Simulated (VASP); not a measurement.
The system is SiO2.

```
CELL_PARAMETERS angstrom
5.03038 0.00000 0.00000
0.00000 5.03038 0.00000
0.00000 0.00000 7.00777
ATOMIC_POSITIONS crystal
Si 0.29848 0.29848 0.00000
Si 0.20152 0.79848 0.25000
Si 0.70152 0.70152 0.50000
Si 0.79848 0.20152 0.75000
O 0.23960 0.10225 0.17838
O 0.39775 0.73960 0.42838
O 0.76040 0.89775 0.67838
O 0.60225 0.26040 0.92838
O 0.73960 0.39775 0.57162
O 0.89775 0.76040 0.32162
O 0.26040 0.60225 0.07162
O 0.10225 0.23960 0.82162
```

Base run:

| Quantity | Value |
| --- | --- |
| Program | VASP 6.6.1 |
| Functional | PBEsol |
| Potentials or basis | VASP PAW PBE potentials, release 64 (Si, O) |
| Cutoff | 520 eV |
| k mesh | 4 × 4 × 4 |
| Occupations | gaussian, width 0.02 eV |
| Spin | no spin polarisation |

Its results: band gap on the k mesh 5.56 eV, direct; pressure 0.2 GPa; largest force 0.006 eV/Å.

Q: The run is repeated on the same cell with these changes: functional from PBEsol to r2SCAN. What comes out?

A: Band gap on the k mesh 6.23 eV, direct; pressure -2.4 GPa; largest force 0.164 eV/Å.

r2SCAN gives the wider gap, since meta-GGAs in the generalised Kohn-Sham scheme recover part of the derivative discontinuity.

Caveats: the PAW data sets were made with another functional, which shifts forces and pressure a little.
